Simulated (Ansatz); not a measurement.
Write the native input for Ansatz 0.2.0 that does the following.

- Task: single point
- Functional: PBE
- Potentials or basis: Ansatz PAW
- Cutoff: 420 eV (not typed: the program's choice for these potentials)
- k mesh: 12 × 12 × 7
- Occupations: fermi-dirac, width 0.05 eV
- Spin: collinear spin, ferromagnetic start
- Starting moments: [3.5, 3.5] μB

The system is Co.

```
Co
1.0
     2.47200    0.00000    0.00000
    -1.23600    2.14081    0.00000
     0.00000    0.00000    4.02114
Co
2
Direct
  0.66667 0.33333 0.75000
  0.33333 0.66667 0.25000
```

The input as run:

input.yaml

```yaml
crystal:
  lattice:
    - [2.4719999032, 0.0, 0.0]
    - [-1.2359999516, 2.1408147143, 0.0]
    - [0.0, 0.0, 4.02114408]
  atoms:
    - { symbol: Co, position: [0.6666666667, 0.3333333333, 0.75], spin: 3.5 }
    - { symbol: Co, position: [0.3333333333, 0.6666666667, 0.25], spin: 3.5 }
hamiltonian:
  xc: pbe
  pseudopotentials: { kind: paw }
magnetization:
  spin_polarized: true
kpoints:
  mp_grid: { grid: [12, 12, 7] }
scf:
  occupations: { method: fermi_dirac, width: 0.05 }
output:
  forces: true
  stress: true
  eigenvalues: true
```

Potentials or basis: Ansatz PAW.

Launch:

```bash
$ ansatz run input.yaml --threads 2 --pin off --max-ram 5120MiB --backend cpu --events-out ev --progress --plain --runs-dir out
```

It gave:

| Item | Value |
| --- | --- |
| Pressure | 4.7 GPa |
| Band gap on the k mesh | none (metal or under the smearing width) |
| Net moment | 3.21 μB per cell |
| Absolute moment | 3.53 μB per cell |
| Site moments | Co +1.68 μB |

It took 4 s on 2 threads of Arm Neoverse V1, with other jobs on the host, peak memory 0.34 GiB.
